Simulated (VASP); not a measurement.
Ta2N, 3 atoms in the cell. It takes space group P-3m1 (No. 164, trigonal). Conventional cell: a = 3.113 Å, b = 3.113 Å, c = 4.870 Å, α = 90.00°, β = 90.00°, γ = 120.00°. Ta (site symmetry 3m) has 3 N at 2.18 Å as nearest neighbours. Around N (site symmetry -3m) lie 6 Ta at 2.18 Å. The cell comes from a database or a generator and needn't be the stable form of this composition.

* Program: VASP 6.6.1
* Task: density of states
* Functional: PBE0
* Dispersion: D3
* Potentials or basis: VASP PAW PBE potentials, release 64 (Ta_pv, N_s)
* Cutoff: 400 eV
* k mesh: 5 × 5 × 3
* Occupations: tetrahedron
* Spin: no spin polarisation
* Grid for exact exchange (PRECFOCK): Normal
* Exchange at q = 0: default
* Further INCAR settings: ALGO = Normal; EDIFF = 1e-06; NBANDS = 20

Potentials or basis: VASP PAW PBE potentials, release 64 (Ta_pv, N_s).

Command:

```sh
$ cat potpaw_PBE.64/Ta_pv/POTCAR potpaw_PBE.64/N_s/POTCAR > POTCAR
$ cp INCAR.step1 INCAR
$ mpirun -np 1 vasp_std > vasp.out
$ cp INCAR.step2 INCAR
$ mpirun -np 1 vasp_std > vasp.out
```

Hardware: 1 thread of AMD EPYC 9R45 (Zen 5) (shared host).

Estimate the wall time of this run.

It took 14 min on 1 thread of AMD EPYC 9R45 (Zen 5) (shared host), peak memory 0.12 GiB. Counts: scf iterations 13, k points 12.
